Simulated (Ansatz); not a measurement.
# BAs: what a set of calculations says

**Experimental background.**

“Thermal expansion coefficients of high thermal conducting BAs and BP materials”, 2019, arxiv:1906.04101 reports, for a bulk crystal of BAs at 300 K: lattice constant a 4.7766 ± 0.0014 Å.

From “Basic Physical Properties of Cubic Boron Arsenide”, 2019, arxiv:1911.11281, for a bulk crystal of BAs: band gap 1.82 eV (indirect) at 300 K; bulk modulus 148 GPa.

Plane-wave DFT in Ansatz with scalar-relativistic PAW potentials. The crystal relaxes under PBE to F-43m with a = 4.809 Å, 13.90 Å³/atom. No spin polarisation.

```cif
data_structure
_symmetry_space_group_name_H-M 'F-43m'
_symmetry_Int_Tables_number 216
_cell_length_a 4.8088
_cell_length_b 4.8088
_cell_length_c 4.8088
_cell_angle_alpha 90.000
_cell_angle_beta 90.000
_cell_angle_gamma 90.000
_cell_volume 111.20
loop_
_atom_site_label
_atom_site_type_symbol
_atom_site_symmetry_multiplicity
_atom_site_Wyckoff_symbol
_atom_site_fract_x
_atom_site_fract_y
_atom_site_fract_z
_atom_site_occupancy
B1 B 4 a 0.00000 0.00000 0.00000 1
As1 As 4 c 0.25000 0.25000 0.25000 1
```

Each line comes from a run of its own, at the level named and at that level's relaxed cell.

- Bands. PBE: gap 1.20 eV, indirect; electron mass 0.29 mₑ, top hole band's mass 0.24 mₑ.
- Compression. PBE: B0 = 131 GPa, B' = 4.1.
- Elasticity. LDA: B = 147, G = 134, E = 309 GPa, ν = 0.15 (Hill).
- Zone-centre modes and screening. LDA: 700 (×3) cm⁻¹; mean ε∞ 9.66, mean ε0 9.8.
- Surfaces. PBEsol: (110) BAs 1.70 J/m².

Against the measured lattice constant a of BAs, 4.7766 Å (300 K; “Thermal expansion coefficients of high thermal conducting BAs and BP materials”, 2019, arxiv:1906.04101), the calculated 4.809 Å is off by +0.7 %. 4 values of this kind are on record (4.7741 to 4.7776 Å); this one was drawn at random among those near their median, those with a stated uncertainty first. Measured band gap of BAs: 1.82 eV (indirect; 300 K; “Basic Physical Properties of Cubic Boron Arsenide”, 2019, arxiv:1911.11281). This calculation gives 1.20 eV (-0.62 eV). Measured bulk modulus of BAs: 148 GPa (quoted in “Basic Physical Properties of Cubic Boron Arsenide”, 2019, arxiv:1911.11281). This calculation gives 131 GPa (-11.2 %).

Gaps are Kohn–Sham gaps. All values are for 0 K without zero-point motion.